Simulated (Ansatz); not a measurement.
# BaTiO3 (P1) in Ansatz: band structure with PBEsol+U

Aim: the band structure of BaTiO3 with PBEsol+U.

All numbers are computed with Ansatz 0.2.0; they aren't measurements. Logs are shortened: lines on timing, memory, paths and dates and some standing lists are left out, and cuts for length are marked.

## (1) The structure

The typed cell holds 10 atoms: a = 4.004 Å, b = 5.655 Å, c = 5.670 Å, α = 90.00°, β = 90.21°, γ = 90.00°.

## (2) Band structure, PBEsol+U

The input, input.yaml:

```yaml
crystal:
  lattice:
    - [-2.82766816, -1.63255497, -2.31773161]
    - [2.82766816, -4.89766492, 0.0]
    - [-2.82766816, -1.63255497, 4.63546322]
  atoms:
    - { symbol: Ba, position: [0.01574546, 0.99510673, 0.97325899] }
    - { symbol: Ba, position: [0.98425454, 0.50489327, 0.52674101] }
    - { symbol: Ti, position: [0.50385971, 0.9895382, 0.503622] }
    - { symbol: Ti, position: [0.46814029, 0.5104618, 0.024378] }
    - { symbol: O, position: [0.53055, 0.23162339, 0.73315727] }
    - { symbol: O, position: [0.48625, 0.75827661, 0.23994273] }
    - { symbol: O, position: [0.47921711, 0.75734423, 0.73348461] }
    - { symbol: O, position: [0.53758289, 0.25275577, 0.23961539] }
    - { symbol: O, position: [0.99088784, 0.02893112, 0.47950327] }
    - { symbol: O, position: [0.04611216, 0.47106888, 0.00369673] }
hamiltonian:
  xc: pbesol
  pseudopotentials: { kind: paw }
  hubbard: { sites: [{ species: Ti, l: d, u_eff: 5.0 }] }
kpoints:
  mp_grid: { grid: [7, 5, 5] }
  band_path:
    path:
      - [[0.0, 0.0, 0.0], [0.0, 0.0, 0.5], [-0.4987186014, 0.0, 0.502576104], [-0.5, 0.0, 0.5], [-0.5, 0.5, 0.5], [-0.5012813986, 0.5, 0.497423896], [-0.5, 0.5, 0.0], [-0.5, 0.0, 0.0], [-0.5012813986, 0.0, 0.497423896]]
      - [[-0.4987186014, 0.5, 0.502576104], [0.0, 0.5, 0.5], [0.0, 0.5, 0.0]]
      - [[0.0, 0.0, 0.5], [0.0, 0.5, 0.5]]
    npoints: 10
scf:
  occupations: { method: fermi_dirac, width: 0.05 }
  n_extra_bands: 25
output:
  forces: true
  stress: true
  eigenvalues: true
  fatbands: false
  write_density: true
  write_potential: true
  elf: true
  volumetric_format: npy
```

Potentials or basis: Ansatz PAW.

Started as:

```
$ ansatz run input.yaml --threads 4 --pin off --max-ram 11264MiB --backend cpu --events-out ev --progress --plain --runs-dir out
```

Standard output:

```text
Warning: RAYON_NUM_THREADS=4 ignored (pool sized by the plan → 4); use --threads N
Ba: projections on atomic orbitals take those of the free atom [Kr 4d10] 5s2 5p6 6s2, of charge +0.00 (hamiltonian.pseudopotentials.projection_atoms); the dataset's partial waves leave at most 9.7e-6 of an orbital's norm unspanned inside its sphere
Ti: projections on atomic orbitals take those of the free atom [Ne] 3s2 3p6 3d2 4s2, of charge +0.00 (hamiltonian.pseudopotentials.projection_atoms); the dataset's partial waves leave at most 4.1e-7 of an orbital's norm unspanned inside its sphere
O: projections on atomic orbitals take those of the free atom [He] 2s2 2p4, of charge +0.00 (hamiltonian.pseudopotentials.projection_atoms); the dataset's partial waves leave at most 1.9e-8 of an orbital's norm unspanned inside its sphere
scf.n_extra_bands = 25 over 40 filled bands (N_el = 80.0): the run solves 65 bands
Engine: ansatz 0.2.0, aarch64-unknown-linux-gnu
Pseudopotentials: kind: paw
Pseudopotential: Ba, paw, valence charge 10, recommended cutoff 420 eV (normal), Ba.paw.azcp
Pseudopotential: Ti, paw, valence charge 12, recommended cutoff 420 eV (normal), Ti.paw.azcp
Pseudopotential: O, paw, valence charge 6, recommended cutoff 420 eV (normal), O.paw.azcp
Functional definition: PBEsol
  exchange = pbesol_x
  correlation = pbesol_c
Crystal: 10 atoms, lattice volume = 128.393 Å³
Basis set: ecut = 420 eV, 2497 PW (Γ), exchange–correlation on 54×80×80 points (8 copies of the dense FFT grid, shifted against one another)
Bands: 65, of which v1, the nominal top of the filled ones, is band 40 counted from 1 (39 counted from 0)
Symmetry: 1 space group operations
Space group: P1 (ITA 1), of the structure as read, at distance tolerance 5.0e-5 Å
k-points: 88 of 175 (time reversal used)
Non-local potential: Ba, projectors of the file, l = 0: 3, l = 1: 2, l = 2: 2, l = 3: 2
Non-local potential: Ti, projectors of the file, l = 0: 3, l = 1: 2, l = 2: 3, l = 3: 1
Non-local potential: O, projectors of the file, l = 0: 2, l = 1: 2, l = 2: 1
PAW form: soft (Blöchl's): semilocal exchange-correlation on the pseudo side does not see the compensation charge
PAW frozen core: Ba, regenerated for the run's functional, and the local potential with it (the file was generated under x = pbe(κ = 0.804, μ = 0.2195149727645171), c = pbe(β = 0.06672455060314922))
PAW frozen core: Ti, regenerated for the run's functional, and the local potential with it (the file was generated under x = pbe(κ = 0.804, μ = 0.2195149727645171), c = pbe(β = 0.06672455060314922))
PAW frozen core: O, regenerated for the run's functional, and the local potential with it (the file was generated under x = pbe(κ = 0.804, μ = 0.2195149727645171), c = pbe(β = 0.06672455060314922))
PAW one-centre angular grid: Ba, 194 points (default); XC on 64 Gauss nodes
PAW one-centre angular grid: Ti, 590 points (default); XC on 64 Gauss nodes
PAW one-centre angular grid: O, 110 points (default); XC on 64 Gauss nodes
Initial density: superposition of atomic densities (chi_scale 0.1, normalization cell, long waves of neutral atoms under a Hubbard term (reshape's long-wave potential 0.02 eV rms, cloud 2.81 Å wide))
Initial wavefunctions: pseudopotential atomic-orbital guess
Functional: x = pbesol(κ = 0.804, μ = 0.12345679012345678), c = pbesol(β = 0.046)
SCF iter   1: F=—  HF=-20046.874488 eV  |F-HF|=—  |Δ(HF+E_count)|=         —  Δρ=6.20e-2  dr2=6.65e0  ethr=3.10e-3  ⟨swp⟩=7.3  Hψ=29843  notcnv=0  defer=768
preconditioner: auto → Resta (q_TF=auto, 2.521 Å⁻¹)  ε∞=4.4  [insulator: Δε(μ)=3.373 eV  Ē_g=13.858 eV  σ=0.050 eV  W_gap=1.00  n_scr=38 (ndim 8)  ℏωp=25.4 eV  f_vac=0.000  D(μ)=0.00/eV (n_scr^D=0)  ε∞_Penn≈4.4]
SCF iter   2: F=—  HF=-20045.439614 eV  |F-HF|=—  |Δ(HF+E_count)|=    1.43e0  Δρ=3.10e-2  dr2=1.25e0  ethr=3.10e-3  ⟨swp⟩=3.0  Hψ=11742  notcnv=0  defer=1615
SCF iter   3: F=—  HF=-20045.254931 eV  |F-HF|=—  |Δ(HF+E_count)|=   1.85e-1  Δρ=1.40e-2  dr2=3.01e-1  ethr=1.56e-3  ⟨swp⟩=2.9  Hψ=7233  notcnv=0  defer=1614
SCF iter   4: F=—  HF=-20045.225038 eV  |F-HF|=—  |Δ(HF+E_count)|=   2.99e-2  Δρ=7.33e-3  dr2=6.32e-2  ethr=3.77e-4  ⟨swp⟩=2.9  Hψ=8221  notcnv=0  defer=1612
SCF iter   5: F=—  HF=-20045.220508 eV  |F-HF|=—  |Δ(HF+E_count)|=   4.53e-3  Δρ=2.29e-3  dr2=6.26e-3  ethr=7.90e-5  ⟨swp⟩=2.5  Hψ=8600  notcnv=0  defer=1587
SCF iter   6: F=—  HF=-20045.220513 eV  |F-HF|=—  |Δ(HF+E_count)|=   5.50e-6  Δρ=1.18e-3  dr2=1.72e-3  ethr=7.83e-6  ⟨swp⟩=2.0  Hψ=7885  notcnv=0  defer=1584
SCF iter   7: F=—  HF=-20045.220477 eV  |F-HF|=—  |Δ(HF+E_count)|=   3.68e-5  Δρ=3.23e-4  dr2=1.13e-4  ethr=2.15e-6  ⟨swp⟩=2.1  Hψ=6405  notcnv=0  defer=1579
SCF iter   8: F=—  HF=-20045.220516 eV  |F-HF|=—  |Δ(HF+E_count)|=   3.96e-5  Δρ=1.93e-4  dr2=4.28e-5  ethr=1.41e-7  ⟨swp⟩=2.0  Hψ=7116  notcnv=0  defer=1579
SCF iter   9: F=—  HF=-20045.220513 eV  |F-HF|=—  |Δ(HF+E_count)|=   3.57e-6  Δρ=3.44e-5  dr2=1.31e-6  ethr=5.35e-8  ⟨swp⟩=2.0  Hψ=7001  notcnv=0  defer=1579
SCF iter  10: F=—  HF=-20045.220513 eV  |F-HF|=—  |Δ(HF+E_count)|=   4.70e-7  Δρ=1.34e-5  dr2=2.71e-7  ethr=1.64e-9  ⟨swp⟩=2.0  Hψ=7565  notcnv=0  defer=1579
SCF iter  11: F=—  HF=-20045.220513 eV  |F-HF|=—  |Δ(HF+E_count)|=   5.41e-8  Δρ=8.84e-6  dr2=1.03e-7  ethr=1.25e-10  ⟨swp⟩=22.0  Hψ=52708  notcnv=0
SCF iter  12: F=-20045.220513 eV  HF=-20045.220513 eV  |F-HF|=2.86e-9  |Δ(HF+E_count)|=   9.22e-9  Δρ=2.52e-6  dr2=8.43e-9  ethr=1.25e-10  ⟨swp⟩=8.0  Hψ=28425  notcnv=0
SCF 1 converged in 12 iterations: F = -20045.220513 eV  dr2 = 8.43e-9
NSCF: frozen V_eff on 113 k-points
SCF converged after 12 iterations
Free energy (F): -20045.220513 eV
Harris-Foulkes:  -20045.220513 eV  (|F-HF|=2.86e-9)
Internal energy: -20045.220513 eV  (E = F + TS)
E sigma→0 (E₀):  -20045.220513 eV
Fermi energy:    11.967818 eV
--- Per-component energies (eV) ---
  E_band       = -291.304062
  E_kinetic    = 1941.174164
  E_local      = -4261.879960  (includes V_loc(G=0)·N_el)
  E_nonlocal   = 412.290042
  E_hartree    = 1659.036037
  E_xc         = -974.060966
  E_vxc        = -1088.198592  (∫ρ·V_xc dr)
  E_hubbard    = 8.467475  (on-site DFT+U / exact-exchange correction)
  E_vhub       = 5.846668  (the Hubbard potential's part of the band-sum identity)
  E_paw        = -13233.411555  (= ΣΔE_a)
  E_vpaw       = -618.622379  (= ΣTr[D̂ρ^β])
  E_aug_tail   = 0.014900  (compensation charges beyond the density's cutoff)
  E_ewald      = -5597.644013
  E_core_change = 0.793362  (= ΣΔE_core)
  E_smearing   = -0.000000  (= −TS)
  E_closure    = 0.000000  (closes the sum)
  Σ components = -20045.220513   (vs F -20045.220513, Δ=0.00e0)
--- Forces (eV/Å), atoms counted from 1 ---
  atom   1  Ba     0.27826149    -0.96983695     1.20054334
  atom   2  Ba    -0.08463527     1.08510363    -0.86203141
  atom   3  Ti     1.88749674    -2.03083649    -0.98249828
  atom   4  Ti    -3.15632538     0.66625455    -1.34781278
  atom   5  O      0.61565009    -0.66246843     0.93440519
  atom   6  O     -0.40071039     0.21694919    -0.33554904
  atom   7  O     -1.48132711     0.60861142     0.38154307
  atom   8  O      1.09094878    -0.24958517    -0.02498128
  atom   9  O     -1.36090383     0.77077594    -0.19592039
  atom  10  O      2.61152869     0.56503047     1.23227861
  max |Σ_I F_I| component: 2.30e-5 eV/Å
--- Stress (GPa, compression-positive) ---
        4.852402       1.524634       2.030344
        1.524634       3.419796      -0.264167
        2.030344      -0.264167       4.232605
  P = ⅓ Tr σ = 4.1683 GPa (41.683 kbar)
--- Band table (eV; the first three rows and the last of 88) ---
  k-point 0: bands = ["-46.8877", "-46.8413", "-23.3803", "-23.2679", "-23.2479", "-23.1924", "-23.1629", "-23.1199", "-14.4038", "-14.1304", "-6.6153", "-6.3179", "-6.1265", "-5.7728", "-5.2955", "-5.0864", "0.2740", "0.3043", "0.4185", "0.4686", "0.5476", "0.8379", "5.9209", "6.4256", "6.5604", "7.4303", "7.4994", "7.8733", "8.0323", "8.0707", "8.3490", "8.6507", "8.7066", "9.2167", "9.3380", "9.4650", "9.9783", "10.1240", "10.2419", "10.4980", "13.3082", "13.4370", "13.5264", "14.5304", "14.6834", "14.7782", "14.8641", "14.9325", "15.3422", "15.3529", "15.5813", "17.1683", "18.0038", "18.0793", "18.3452", "18.7410", "18.8152", "19.0816", "20.1342", "20.2228", "20.3296", "20.5206", "20.8826", "21.2486", "21.3623"]
  k-point 1: bands = ["-46.8878", "-46.8413", "-23.3802", "-23.2670", "-23.2453", "-23.1951", "-23.1629", "-23.1209", "-14.3853", "-14.1465", "-6.6290", "-6.3796", "-6.1310", "-5.7663", "-5.2972", "-5.0598", "0.2721", "0.3766", "0.4454", "0.4741", "0.6669", "0.8079", "6.0784", "6.5981", "6.6632", "7.4441", "7.5328", "7.7229", "7.9197", "7.9997", "8.3012", "8.4065", "8.7223", "8.9529", "9.2980", "9.4906", "9.7814", "9.9801", "10.1464", "10.3453", "13.4646", "13.5323", "13.6341", "14.5044", "14.6578", "14.7513", "14.9211", "15.0873", "15.5131", "15.6645", "15.7657", "17.5097", "17.7905", "18.0713", "18.3317", "18.7959", "18.9583", "19.1037", "19.7628", "19.9804", "20.1251", "20.6031", "20.9731", "21.0509", "21.1955"]
  k-point 2: bands = ["-46.8878", "-46.8415", "-23.3802", "-23.2655", "-23.2403", "-23.2003", "-23.1629", "-23.1225", "-14.3482", "-14.1800", "-6.6608", "-6.4580", "-6.1374", "-5.7638", "-5.2902", "-5.0314", "0.2806", "0.4298", "0.4957", "0.5583", "0.7446", "0.8608", "6.4323", "6.7646", "7.1379", "7.2341", "7.4743", "7.6825", "7.7952", "7.8812", "7.9846", "8.1909", "8.4104", "8.7064", "9.2994", "9.4067", "9.5363", "9.8310", "10.0045", "10.0975", "13.6775", "13.8244", "13.9345", "14.2530", "14.3869", "14.5177", "15.1467", "15.4692", "15.9303", "16.3266", "16.5974", "17.0732", "17.4646", "18.0201", "18.4244", "18.6501", "19.0398", "19.2336", "19.4943", "19.6535", "20.0175", "20.7045", "21.0080", "21.1561", "21.2610"]
  k-point 87: bands = ["-46.8870", "-46.8405", "-23.4204", "-23.2663", "-23.2383", "-23.2037", "-23.1968", "-23.1184", "-14.2580", "-14.0940", "-6.6864", "-6.1065", "-6.0441", "-5.5459", "-5.2702", "-5.0683", "-0.1428", "-0.0459", "0.0561", "0.6080", "0.6898", "0.7686", "5.8842", "6.3017", "6.6963", "6.8543", "7.0884", "7.4177", "7.5313", "7.6582", "8.0160", "8.1215", "8.3068", "8.7539", "9.0835", "9.3306", "9.4822", "10.1281", "10.1858", "10.5339", "13.7552", "14.4017", "14.4602", "14.8299", "14.8680", "14.9649", "15.1614", "16.4019", "17.0324", "17.2187", "17.4929", "17.7850", "17.8781", "18.2484", "18.4179", "18.9961", "19.1139", "19.7417", "19.9122", "20.2550", "20.5491", "20.7670", "21.0566", "21.1431", "21.2691"]
Occupation matrices written to <dir>
```

It took 66 s on 4 threads of Arm Neoverse V1, shared host; peak memory 1.5 GiB.

Results:

* Free energy: -20045.2205 eV
* Pressure: 4.2 GPa
* Largest force: 3.496 eV/Å
* Band gap on the k mesh: 2.76 eV, indirect (least direct gap 2.81 eV)
* Band gap along the path: 2.72 eV, indirect (least direct gap 2.81 eV)

Forces in eV/Å, atoms in the order of the input:
```
Ba   0.278 -0.970  1.201
Ba  -0.085  1.085 -0.862
Ti   1.887 -2.031 -0.982
Ti  -3.156  0.666 -1.348
O    0.616 -0.662  0.934
O   -0.401  0.217 -0.336
O   -1.481  0.609  0.382
O    1.091 -0.250 -0.025
O   -1.361  0.771 -0.196
O    2.612  0.565  1.232
```

Levels at the corners of the path, in eV from the valence-band top:
| point | band 38 | band 39 | band 40 | band 41 | band 42 | band 43 |
| --- | --- | --- | --- | --- | --- | --- |
| Γ | -0.46 | -0.34 | -0.09 | 2.72 | 2.85 | 2.94 |
| Y | -0.77 | -0.58 | -0.56 | 3.17 | 3.27 | 3.46 |
| H | -0.96 | -0.41 | -0.13 | 3.66 | 3.77 | 3.90 |
| C | -0.96 | -0.41 | -0.13 | 3.66 | 3.77 | 3.90 |
| E | -0.93 | -0.19 | -0.01 | 3.90 | 3.95 | 4.00 |
| M1 | -0.93 | -0.19 | -0.01 | 3.90 | 3.95 | 4.00 |
| A | -0.60 | -0.43 | -0.16 | 3.51 | 3.84 | 3.90 |
| X | -0.18 | -0.11 | 0.00 | 2.84 | 3.86 | 3.94 |
| H1 | -0.96 | -0.41 | -0.13 | 3.66 | 3.77 | 3.90 |
| M | -0.93 | -0.19 | -0.01 | 3.90 | 3.95 | 4.00 |
| D | -1.11 | -0.92 | -0.49 | 2.95 | 2.95 | 3.90 |
| Z | -0.82 | -0.46 | -0.27 | 3.03 | 3.28 | 3.47 |
| Y | -0.77 | -0.58 | -0.56 | 3.17 | 3.27 | 3.46 |
| D | -1.11 | -0.92 | -0.49 | 2.95 | 2.95 | 3.90 |

Eigenvalues of the final occupation matrices:
| site | spin | trace | eigenvalues |
| --- | --- | --- | --- |
| site 1 | 1 | 1.09 | 0.16 0.17 0.18 0.29 0.30 |
| site 2 | 1 | 1.13 | 0.17 0.19 0.19 0.27 0.30 |

Caveat: the pressure holds a Pulay correction of +0.6 GPa for the finite cutoff; spin-orbit coupling is left out, which moves the levels of the heavy elements; the PAW data sets come from PBE, with cores solved anew for the run's functional, which leaves a small shift of forces and pressure; forces of over 1 eV/Å show positions far from the minimum, so gaps and moduli don't describe the material at rest.
